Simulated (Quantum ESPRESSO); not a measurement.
Crystal: WC (Qusongite).

```xyz
2
Lattice="2.9065 0.0000 0.0000 -1.4532 2.5171 0.0000 0.0000 0.0000 2.8366" Properties=species:S:1:pos:R:3 pbc="T T T"
W     0.0000    0.0000    0.0000
C     1.4533    0.8390    1.4183
```

Base run:

| Quantity | Value |
| --- | --- |
| Program | Quantum ESPRESSO 7.5 |
| Functional | PBEsol |
| Potentials or basis | SSSP 1.3 efficiency PBE |
| Cutoff | 748 eV |
| Density cutoff | 5987 eV |
| k mesh | 10 × 10 × 9 |
| Occupations | fermi-dirac, width 0.05 eV |
| Spin | no spin polarisation |
| Hubbard terms | W d U = 1 eV |

Its results: band gap on the k mesh none (metal or under the smearing width); pressure -1.9 GPa.

Question: The run is repeated on the same cell with these changes: hubbard terms from W d U = 1 eV to W d U = 8 eV. What comes out?

Answer: Band gap on the k mesh none (metal or under the smearing width); pressure -0.2 GPa.

Caveats: the potentials were made for another functional, which shifts forces and pressure; U without spin polarisation on a metal has little footing; the U is typed as a test and isn't derived for this compound.

Not every run made on this cell is shown here.
